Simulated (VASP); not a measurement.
Write the native input for VASP 6.6.1 that does the following.

```yaml
Task: relaxation of cell and atoms
Functional: PBEsol
Potentials_or_basis: VASP PAW PBE potentials, release 64 (Mo_sv)
Cutoff: 300 eV
k_mesh: 18 × 18 × 18
Occupations: gaussian, width 0.1 eV
Spin: no spin polarisation
Further_INCAR_settings: ALGO = Fast; EDIFF = 1e-07; IBRION = 2; EDIFFG = -0.005; NSW = 90; ISIF = 3
```

The structure of Mo lies in POSCAR:

```
Mo
1.0
   -1.5838089700      1.5838089700      1.5838089700
    1.5838089700     -1.5838089700      1.5838089700
    1.5838089700      1.5838089700     -1.5838089700
Mo
1
Direct
    0.0000000000      0.0000000000      0.0000000000
```

The input as run:

INCAR

```
PREC = Accurate
ENCUT = 300
EDIFF = 1E-7
ISMEAR = 0
SIGMA = 0.1
LREAL = F
LASPH = T
NELM = 80
ALGO = Fast
ISIF = 3
LWAVE = F
LCHARG = F
GGA = PS
IBRION = 2
NSW = 90
EDIFFG = -0.005
```

KPOINTS

```
regular mesh
0
Gamma
  18 18 18
```

Potentials or basis: VASP PAW PBE potentials, release 64 (Mo_sv).

The run is started by

```sh
$ cat potpaw_PBE.64/Mo_sv/POTCAR > POTCAR
$ mpirun -np 1 vasp_std > vasp.out
```

It gave:

```
Relaxed volume                         : 15.32 Å³/atom
Relaxed cell                           : a = 2.710 Å, b = 2.710 Å, c = 2.710 Å, α = 109.47°, β = 109.47°, γ = 109.47°
Space group after relaxing (to 0.05 Å) : Im-3m (No. 229)
Energy gained by relaxing              : 17.4 meV/atom
Ionic steps                            : 7
Pressure after relaxing                : 0.0 GPa
Band gap on the k mesh                 : none (metal or under the smearing width)
```

Caveat: the cutoff is under 1.25 times the usual one of these potentials, so pressure, stress and relaxed cells hold a basis-set (Pulay) error; the PAW data sets were made with another functional, which shifts forces and pressure a little.

Run time: 33 s on 1 thread of Intel(R) Xeon(R) Platinum 8488C (Sapphire Rapids), with other jobs on the host, peak memory 0.13 GiB.
